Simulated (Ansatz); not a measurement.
Slab: WS2, a slab with vacuum.

```
W S
1.0
     3.18352    0.00000    0.00000
    -1.59176    2.75701    0.00000
     0.00000    0.00000   16.95058
W S
1 2
Cartesian
  0.0000 0.0000 0.0000
  0.0000 1.8380 1.5595
  0.0000 1.8380 15.3911
```

Base run:

- Program: Ansatz 0.2.0
- Functional: PBEsol
- Potentials or basis: all-electron LAPW, scalar-relativistic
- Cutoff: 283 eV (chosen from the basis error)
- Basis error allowed: 0.001 eV/atom
- k mesh: 10 × 10 × 2
- Occupations: fermi-dirac, width 0.05 eV
- Spin: no spin polarisation

Its results: band gap on the k mesh 1.99 eV, indirect (least direct gap 2.15 eV); largest force 0.124 eV/Å.

Question: The run is repeated on the same cell with these changes: basis error allowed from 0.001 eV/atom to 0.002 eV/atom; k mesh from 10 × 10 × 2 to 8 × 8 × 2. What comes out?

Answer: Band gap on the k mesh 2.06 eV, indirect (least direct gap 2.25 eV); largest force 0.123 eV/Å.

Caveats: spin-orbit coupling is left out, which moves the levels of the heavy elements.

A k mesh can miss the band edges.

The runs don't all hold the same shells in valence.
